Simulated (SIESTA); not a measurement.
## TePb under changes of volume

One of the cells (33.730 Å³/atom); the others are scaled copies at fixed shape and fractional positions:

```
Pb Te
1.0
     0.00000    3.23100    3.23100
     3.23100    0.00000    3.23100
     3.23100    3.23100    0.00000
Pb Te
1 1
Direct
  0.00000 0.00000 0.00000
  0.50000 0.50000 0.50000
```

```yaml
Program: SIESTA 5.4.2
Functional: RPBE
Potentials_or_basis: PseudoDojo 0.4 standard (PBE files)
Basis: DZP (energy shift 0.003 Ry; two zetas on semicore shells)
Grid_cutoff: 500 Ry
Energy_shift: 0.003 Ry
k_mesh: 7 × 7 × 7
Occupations: fermi-dirac, width 0.05 eV
Spin: no spin polarisation
```

```csv
volume (Å³/atom),energy over the lowest point (meV/atom),pressure (GPa)
31.706,105.13,7.8
32.380,75.17,6.5
33.055,50.71,5.2
33.730,33.13,4.0
34.404,18.23,3.1
35.079,?,?
35.753,0.00,1.3
```

Question: What does the run at 35.079 Å³/atom give?

Answer: Energy over the lowest point 7.26 meV/atom; pressure 2.1 GPa.

Worked out: A Birch-Murnaghan fit of order 3 (a polynomial in V^(-2/3)) to the other rows has no minimum within the range. It gives 7.80 meV/atom at 35.079 Å³/atom, against the run's 7.26, and -dE/dV = 2.2 GPa, against 2.1.

Energies are extrapolated to zero smearing.

Caveats: the potentials were made for another functional, which shifts forces and pressure; the basis of atomic orbitals isn't converged, which shifts pressures, moduli and gaps.
